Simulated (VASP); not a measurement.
# Cu (Fm-3m) in VASP: notebook

One crystal, Cu, is run at these levels: PBE; tasks: relaxation of cell and atoms.

All numbers are computed with VASP 6.6.1; they aren't measurements. Logs are shortened: lines on timing, memory, paths and dates and some standing lists are left out, and cuts for length are marked.

## Step 1: The crystal as given

Symmetry: Fm-3m, No. 225, cubic system. Conventional cell: a = 3.615 Å, b = 3.615 Å, c = 3.615 Å, α = 90.00°, β = 90.00°, γ = 90.00°. Around Cu (site symmetry m-3m) lie 12 Cu at 2.56 Å.

## Step 2: Relaxation of cell and atoms, PBE

Input file INCAR:

```
SYSTEM = Cu
  PREC = Accurate
  ENCUT = 600
  EDIFF = 1E-6
  ISMEAR = 1
  SIGMA = 0.1
  LREAL = .FALSE.
  LASPH = .TRUE.
  NELM = 80
  ALGO = Normal
  ISIF = 3
  LWAVE = .FALSE.
  LCHARG = .FALSE.
  GGA = PE
  IBRION = 2
  NSW = 90
  EDIFFG = -0.01
  KPAR = 2
```

Input file KPOINTS:

```
Automatic mesh
0
G
  18 18 18
  0 0 0
```

Input file POSCAR:

```
Cu
1.0
    0.0000000000      1.8075000000      1.8075000000
    1.8075000000      0.0000000000      1.8075000000
    1.8075000000      1.8075000000      0.0000000000
Cu
1
Direct
    0.0000000000      0.0000000000      0.0000000000
```

Potentials or basis: VASP PAW PBE potentials, release 64 (Cu).

Launch:

```
> cat potpaw_PBE.64/Cu/POTCAR > POTCAR
> mpirun -np 2 vasp_std > vasp.out
```

OUTCAR:

```text
SYSTEM = Cu
   PREC = Accurate
   ENCUT = 600
   EDIFF = 1E-6
   ISMEAR = 1
   LREAL = .FALSE.
   LASPH = .TRUE.
   NELM = 80
   ISIF = 3
   GGA = PE
   IBRION = 2
   NSW = 90
   EDIFFG = -0.01

 ion  position               nearest neighbor table
   1  0.000  0.000  0.000-

  LATTYP: Found a face centered cubic cell.
 ALAT       =     3.6150000000

  Lattice vectors:

 A1 = (   0.0000000000,   1.8075000000,   1.8075000000)
 A2 = (   1.8075000000,   0.0000000000,   1.8075000000)
 A3 = (   1.8075000000,   1.8075000000,   0.0000000000)

Analysis of symmetry for initial positions (statically):
=====================================================================
 Subroutine PRICEL returns:
 Original cell was already a primitive cell.

 Routine SETGRP: Setting up the symmetry group for a
 face centered cubic supercell.

 Subroutine GETGRP returns: Found 48 space group operations
 (whereof 48 operations were pure point group operations)
 out of a pool of 48 trial point group operations.

The static configuration has the point symmetry O_h .

Analysis of symmetry for dynamics (positions and initial velocities):
=====================================================================
 Subroutine PRICEL returns:
 Original cell was already a primitive cell.

 Routine SETGRP: Setting up the symmetry group for a
 face centered cubic supercell.

 Subroutine GETGRP returns: Found 48 space group operations
 (whereof 48 operations were pure point group operations)
 out of a pool of 48 trial point group operations.

The dynamic configuration has the point symmetry O_h .

 Subroutine INISYM returns: Found 48 space group operations
 (whereof 48 operations are pure point group operations),
 and found     1 'primitive' translations

----------------------------------------------------------------------------------------

                                     Primitive cell

  volume of cell :      11.8104

  direct lattice vectors                    reciprocal lattice vectors
     0.000000000  1.807500000  1.807500000    -0.276625173  0.276625173  0.276625173
     1.807500000  0.000000000  1.807500000     0.276625173 -0.276625173  0.276625173
     1.807500000  1.807500000  0.000000000     0.276625173  0.276625173 -0.276625173

  length of vectors
     2.556191014  2.556191014  2.556191014     0.479128854  0.479128854  0.479128854

  position of ions in fractional coordinates (direct lattice)
     0.000000000  0.000000000  0.000000000

  ion indices of the primitive-cell ions
   primitive index   ion index
                 1           1

----------------------------------------------------------------------------------------

 KPOINTS: Automatic mesh

Automatic generation of k-mesh.
 Grid dimensions read from file:
 generate k-points for:   18   18   18

 Generating k-lattice:

  Cartesian coordinates                     Fractional coordinates (reciprocal lattice)
    -0.015368065  0.015368065  0.015368065     0.055555556  0.000000000  0.000000000
     0.015368065 -0.015368065  0.015368065     0.000000000  0.055555556  0.000000000
     0.015368065  0.015368065 -0.015368065     0.000000000  0.000000000  0.055555556

  Length of vectors
     0.026618270  0.026618270  0.026618270

  Shift w.r.t. Gamma in fractional coordinates (k-lattice)
     0.000000000  0.000000000  0.000000000

 Subroutine IBZKPT returns following result:
 ===========================================

 Found    195 irreducible k-points:

 Following reciprocal coordinates:
            Coordinates               Weight
  0.000000  0.000000  0.000000      1.000000
  0.055556  0.000000  0.000000      8.000000
  0.111111  0.000000  0.000000      8.000000
  0.166667  0.000000  0.000000      8.000000
  0.222222  0.000000  0.000000      8.000000
  0.277778  0.000000  0.000000      8.000000
[... 16 lines left out ...]
 -0.277778  0.055556  0.000000     24.000000
 -0.222222  0.055556  0.000000     24.000000
 [... further k-points ...]
   k-points           NKPTS =    195   k-points in BZ     NKDIM =    195   number of bands    NBANDS=      9
   number of dos      NEDOS =    301   number of ions     NIONS =      1
   total plane-waves  NPLWV =   8000
   dimension x,y,z NGX =    20 NGY =   20 NGZ =   20
   dimension x,y,z NGXF=    40 NGYF=   40 NGZF=   40
   ions per type =               1
   NGX,Y,Z   is equivalent  to a cutoff of  13.01, 13.01, 13.01 a.u.
   NGXF,Y,Z  is equivalent  to a cutoff of  26.01, 26.01, 26.01 a.u.
 SYSTEM =  Cu
   PREC   = accura    normal or accurate (medium, high low for compatibility)
   ISTART =      0    job   : 0-new  1-cont  2-samecut
   ICHARG =      2    charge: 1-file 2-atom 10-const
   ISPIN  =      1    spin polarized calculation?
   LNONCOLLINEAR =      F non collinear calculations
   LSORBIT =      F    spin-orbit coupling
   LASPH  =      T    aspherical Exc in radial PAW
   ENCUT  =  600.0 eV  44.10 Ry    6.64 a.u.   5.11  5.11  5.11*2*pi/ulx,y,z
   NELM   =     80;   NELMIN=  2; NELMDL= -5     # of ELM steps
   EDIFF  = 0.1E-05   stopping-criterion for ELM
   LREAL  =      F    real-space projection
   EDIFFG = -.1E-01   stopping-criterion for IOM
   NSW    =     90    number of steps for IOM
   IBRION =      2    ionic relax: 0-MD 1-quasi-New 2-CG
   NFREE  =      1    steps in history (QN), initial steepest desc. (CG)
   ISIF   =      3    stress and relaxation
   ISYM   =      2    0-nonsym 1-usesym 2-fastsym
   POTIM  = 0.5000    time-step for ionic-motion
   TEBEG  =    0.0;   TEEND  =   0.0 temperature during run
   PSTRESS=    0.0 pullay stress
   NELECT =      11.0000    total number of electrons
   NUPDOWN=      -1.0000    fix difference up-down
   EMIN   =  10.00;   EMAX   =-10.00  energy-range for DOS
   EFERMI =   0.00;   METHOD = LEGACY
   ISMEAR =     1;   SIGMA  =   0.10  broadening in eV -4-tet -1-fermi 0-gaus
   EFERMI_NEDOS =   21; number of points for ismear=-14 and -15
   IALGO  =     38    algorithm
   IMIX   =      4    mixing-type and parameters
     AMIX     =   0.40;   BMIX     =  1.00
     AMIX_MAG =   1.60;   BMIX_MAG =  1.00
  volume/ion in A,a.u.               =      11.81        79.70
  Fermi-wavevector in a.u.,A,eV,Ry     =   1.598763  3.021224 34.777078  2.556043
  Thomas-Fermi vector in A             =   2.696162
   LORBIT       =      0    0 simple, 1 ext, 2 COOP (PROOUT), +10 PAW based schemes
   GGA     = PE    functional components
   LHFCALC =     F    Hartree Fock is set to
   AEXX    =    0.0000 exact exchange contribution
   IVDW    =     0    specifies the selected vdW correction
   LEPSILON=     F    determine dielectric tensor
   LRPA    =     F    only Hartree local field effects (RPA)
 conjugate gradient relaxation of ions
 non-spin polarized calculation
 Methfessel and Paxton  Order N= 1 SIGMA  =   0.10
  energy-cutoff  :      600.00
  volume of cell :       11.81
 maximum number of plane-waves:       411
   NGX = 11   NGY = 11   NGZ = 11

--------------------------------------- Ionic step        1  -------------------------------------------

 number of electron      11.0000001 magnetization

 Free energy of the ion-electron system (eV)
  ---------------------------------------------------
  ext. energy  EPLUGINS =         0.00000000
  ---------------------------------------------------
  free energy    TOTEN  =        -3.72688058 eV

  energy without entropy =       -3.72688558  energy(sigma->0) =       -3.72688225

------------------------ aborting loop because EDIFF is reached ----------------------------------------

  FORCE on cell =-STRESS in cart. coord.  units (eV):
  Direction    XX          YY          ZZ          XY          YZ          ZX
  --------------------------------------------------------------------------------------
  -------------------------------------------------------------------------------------
  Total        0.1899343      0.1899343      0.1899343      0.0000000     -0.0000000      0.0000000
  in kB       25.7661176     25.7661176     25.7661176      0.0000000     -0.0000000      0.0000000
  external PRESSURE =      25.7661176 kB  Pullay stress =       0.0000000 kB

 VOLUME and BASIS-vectors are now :
 -----------------------------------------------------------------------------
  energy-cutoff  :      600.00
  volume of cell :       11.81
      direct lattice vectors                 reciprocal lattice vectors
     0.000000000  1.807500000  1.807500000    -0.276625173  0.276625173  0.276625173
     1.807500000  0.000000000  1.807500000     0.276625173 -0.276625173  0.276625173
     1.807500000  1.807500000  0.000000000     0.276625173  0.276625173 -0.276625173
[... 36 lines left out ...]
 POSITION                                       TOTAL-FORCE (eV/Angst)
 -----------------------------------------------------------------------------------
      1.82406     -0.00000      1.82406        -0.000000     -0.000000     -0.000000
 -----------------------------------------------------------------------------------
    total drift:                               -0.000000      0.000000     -0.000000

  FREE ENERGIE OF THE ION-ELECTRON SYSTEM (eV)
  ---------------------------------------------------
  free  energy   TOTEN  =        -3.7279477422 eV

  energy  without entropy=       -3.7280014286  energy(sigma->0) =       -3.72796564

--------------------------------------- Ionic step        3  -------------------------------------------

 number of electron      10.9999996 magnetization

 Free energy of the ion-electron system (eV)
  ---------------------------------------------------
  ext. energy  EPLUGINS =         0.00000000
  ---------------------------------------------------
  free energy    TOTEN  =        -3.72845621 eV

  energy without entropy =       -3.72849424  energy(sigma->0) =       -3.72846889

 E-fermi :   7.3451     XC(G=0): -12.6257

 val. band max:        7.2916499743   @ k =   0.5000   0.3333   0.1667
 cond. band min:       7.3524379376   @ k =   0.5000   0.2778   0.1111
 fundamental gap:      0.0607879633
 Fermi energy:         7.3451368149

 k-point     1 :       0.0000    0.0000    0.0000
  band No.  band energies     occupation
      1      -1.8461      2.00000
      2       4.4071      2.00000
      3       4.4071      2.00000
      4       4.4071      2.00000
      5       5.2078      2.00000
      6       5.2078      2.00000
      7      29.8314      0.00000
      8      32.3437      0.00000
      9      32.3437      0.00000

 k-point     2 :       0.0556    0.0000    0.0000
  band No.  band energies     occupation
      1      -1.7349      2.00000
      2       4.3839      2.00000
      3       4.4280      2.00000
      4       4.4280      2.00000
      5       5.1996      2.00000
      6       5.1996      2.00000
      7      29.1616      0.00000
      8      31.0168      0.00000
      9      31.9795      0.00000
[... 253 lines left out ...]
 k-point    24 :      -0.2222    0.0556    0.0000
  band No.  band energies     occupation
      1       0.2040      2.00000
      2       4.1245      2.00000
      3       4.5600      2.00000
      4       4.5972      2.00000
      5       5.1620      2.00000
      6       5.3991      2.00000
      7      20.2066      0.00000
      8      27.1298      0.00000
      9      30.8292      0.00000

 [... further k-points ...]
[... 5 lines left out ...]
  --------------------------------------------------------------------------------------
  -------------------------------------------------------------------------------------
  Total        0.0052048      0.0052048      0.0052048     -0.0000000      0.0000000      0.0000000
  in kB        0.6940765      0.6940765      0.6940765     -0.0000000      0.0000000      0.0000000
  external PRESSURE =       0.6940765 kB  Pullay stress =       0.0000000 kB

 VOLUME and BASIS-vectors are now :
 -----------------------------------------------------------------------------
  energy-cutoff  :      600.00
  volume of cell :       12.01
      direct lattice vectors                 reciprocal lattice vectors
     0.000000000  1.817859164  1.817859164    -0.275048810  0.275048810  0.275048810
     1.817859164 -0.000000000  1.817859164     0.275048810 -0.275048810  0.275048810
     1.817859164  1.817859164  0.000000000     0.275048810  0.275048810 -0.275048810

 POSITION                                       TOTAL-FORCE (eV/Angst)
 -----------------------------------------------------------------------------------
      0.00000      0.00000      0.00000        -0.000000     -0.000000     -0.000000
 -----------------------------------------------------------------------------------
    total drift:                                0.000000      0.000000      0.000000

  FREE ENERGIE OF THE ION-ELECTRON SYSTEM (eV)
  ---------------------------------------------------
  free  energy   TOTEN  =        -3.7284562119 eV

  energy  without entropy=       -3.7284942405  energy(sigma->0) =       -3.72846889

 reached required accuracy - stopping structural energy minimisation
```

Wall time 31 s (2 MPI ranks of Intel Xeon Platinum 8259CL at 2.50GHz (Skylake/Cascade Lake), shared host); peak memory 0.14 GiB.

Results:

```
Free energy                            : -3.7285 eV
Relaxed volume                         : 12.01 Å³/atom
Relaxed cell                           : a = 2.571 Å, b = 2.571 Å, c = 2.571 Å, α = 60.00°, β = 60.00°, γ = 60.00°
Space group after relaxing (to 0.05 Å) : Fm-3m (No. 225)
Energy gained by relaxing              : 1.6 meV/atom
Ionic steps                            : 3
Pressure after relaxing                : 0.1 GPa
Band gap on the k mesh                 : none (metal or under the smearing width)
```

Step by step:
| step | energy change (eV) | largest force (eV/Å) | pressure (GPa) | volume (Å³) |
| --- | --- | --- | --- | --- |
| 1 | 0.0000 | 0.0000 | 2.58 | 11.81 |
| 2 | -0.0011 | 0.0000 | -1.33 | 12.14 |
| 3 | -0.0016 | 0.0000 | 0.07 | 12.01 |

Final structure:
```
Cu
1.0
     0.00000    1.81786    1.81786
     1.81786    0.00000    1.81786
     1.81786    1.81786    0.00000
Cu
1
Direct
  0.00000 0.00000 0.00000
```

## Step 3: Relaxation of cell and atoms, PBE

This run uses another cell than the first one, of 12.01 Å³/atom, 1.017 times its volume.

Edit INCAR of step 2 so:

```diff
@@ -3,3 +3,3 @@
   ENCUT = 600
-  EDIFF = 1E-6
+  EDIFF = 1E-7
   ISMEAR = 1
@@ -16,3 +16,3 @@
   NSW = 90
-  EDIFFG = -0.01
+  EDIFFG = -0.005
   KPAR = 2
```

KPOINTS is that of step 2.

Input file POSCAR:

```
Cu                                      
1.0
    0.0000000000      1.8178591641      1.8178591641
    1.8178591641     -0.0000000000      1.8178591641
    1.8178591641      1.8178591641      0.0000000000
  Cu            
     1
Direct
     0.0000000000000000    0.0000000000000000    0.0000000000000000
```

Potentials or basis: VASP PAW PBE potentials, release 64 (Cu).

Launch:

```
> cat potpaw_PBE.64/Cu/POTCAR > POTCAR
> mpirun -np 2 vasp_std > vasp.out
```

Wall time 15 s (2 MPI ranks of Intel Xeon Platinum 8259CL at 2.50GHz (Skylake/Cascade Lake), shared host); peak memory 0.14 GiB.

It converged, with:

| Item | Value |
| --- | --- |
| Free energy | -3.7285 eV |
| Pressure after relaxing | 0.0 GPa |
| Band gap on the k mesh | none (metal or under the smearing width) |

Final structure:
```
CELL_PARAMETERS angstrom
0.00000 1.81786 1.81786
1.81786 0.00000 1.81786
1.81786 1.81786 0.00000
ATOMIC_POSITIONS crystal
Cu 0.00000 0.00000 0.00000
```

Levels at points of the mesh, in eV from the Fermi level:
| k point | band 3 | band 4 | band 5 | band 6 | band 7 | band 8 | band 9 |
| --- | --- | --- | --- | --- | --- | --- | --- |
| (0.00, 0.00, 0.00) | -2.94 | -2.94 | -2.14 | -2.14 | 22.49 | 25.00 | 25.00 |
| (0.50, 0.00, 0.00) | -2.97 | -1.58 | -1.58 | -0.92 | 3.70 | 20.99 | 21.84 |
| (0.50, 0.50, 0.00) | -1.60 | -1.44 | -1.44 | 1.54 | 7.03 | 12.98 | 12.98 |

Caveat: the relaxation stopped at its first step, so nothing moved.
